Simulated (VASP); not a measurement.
Input of a VASP 6.6.1 run:

File INCAR:

```
SYSTEM = Fe
  ALGO = Normal
  EDIFF = 1E-7
  EDIFFG = -0.002
  ENCUT = 520
  GGA = PE
  IBRION = 2
  ISIF = 3
  ISMEAR = 0
  LASPH = .True.
  LCHARG = .False.
  LREAL = .False.
  LWAVE = .False.
  NELM = 60
  NSW = 80
  PREC = Accurate
  SIGMA = 0.1
```

Contents of KPOINTS:

```
k-points
0
Gamma
  20 20 20
  0 0 0
```

POSCAR

```
Fe
1.0
   -1.4430000000      1.4430000000      1.4430000000
    1.4430000000     -1.4430000000      1.4430000000
    1.4430000000      1.4430000000     -1.4430000000
Fe
1
Direct
    0.0000000000      0.0000000000      0.0000000000
```

Potentials or basis: VASP PAW PBE potentials, release 64 (Fe).

Run with:

```bash
$ cat potpaw_PBE.64/Fe/POTCAR > POTCAR
$ mpirun -np 1 vasp_std > vasp.out
```

(1) Predict the band gap on the k mesh.

(2) What does it give for the relaxed volume?

(3) What does it give for the relaxed cell?

(4) Estimate the space group after relaxing (to 0.05 Å).

Answers

(1) none (metal or under the smearing width).

(2) 10.47 Å³/atom.

(3) a = 2.387 Å, b = 2.387 Å, c = 2.387 Å, α = 109.47°, β = 109.47°, γ = 109.47°.

(4) Im-3m (No. 229).

Caveat: the volume moved by -13 % from the deposited cell, more than functionals usually miss; the run has no spin polarisation, though such a crystal can be magnetic.
